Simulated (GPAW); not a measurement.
Crystal: ZnS (Wurtzite-2H).

```
Zn S
1.0
     3.81100    0.00000    0.00000
    -1.90550    3.30042    0.00000
     0.00000    0.00000    6.23400
Zn S
2 2
Direct
  0.66667 0.33333 0.50000
  0.33333 0.66667 0.00000
  0.66667 0.33333 0.88500
  0.33333 0.66667 0.38500
```

- Program: GPAW 26.7.0
- Task: relaxation of cell and atoms
- Functional: r2SCAN
- Potentials or basis: GPAW PAW data sets (gpaw-data 1.2.1)
- Cutoff: 600 eV
- Basis: pw
- k mesh: 6 × 6 × 3
- Occupations: fermi-dirac, width 0.05 eV
- Spin: no spin polarisation

At the start: pressure -0.3 GPa; volume 19.60 Å³/atom.

Q: How do energy, volume and symmetry change on relaxing?

A: Over 10 steps the energy falls by 5.4 meV/atom and the volume is 19.45 Å³/atom (-0.8 %); space group P6_3mc (No. 186, to 0.05 Å).

The path:
```csv
step,energy change (eV),largest force (eV/Å),pressure (GPa),volume (Å³)
1,0.0000,0.3127,-0.34,78.41
2,-0.0057,0.2722,-0.35,78.38
3,-0.0199,0.0582,-0.21,78.11
4,-0.0207,0.0166,-0.24,78.13
5,-0.0209,0.0114,-0.21,78.11
6,-0.0215,0.0111,0.08,77.81
7,-0.0216,0.0034,0.15,77.74
8,-0.0217,0.0048,0.16,77.73
9,-0.0217,0.0087,0.14,77.75
10,-0.0218,0.0102,0.07,77.81
```

Final structure:
```yaml
crystal:
  lattice:
    - [3.79749, 0.00000, 0.00000]
    - [-1.89875, 3.28873, 0.00000]
    - [0.00000, 0.00000, 6.23026]
  atoms:
    - { symbol: Zn, position: [0.66667, 0.33333, 0.50527] }
    - { symbol: Zn, position: [0.33333, 0.66667, 0.00527] }
    - { symbol: S, position: [0.66667, 0.33333, 0.87977] }
    - { symbol: S, position: [0.33333, 0.66667, 0.37976] }
```

Caveat: later steps reuse the first step's grids; the PAW data sets were made with another functional, which shifts forces and pressure a little.
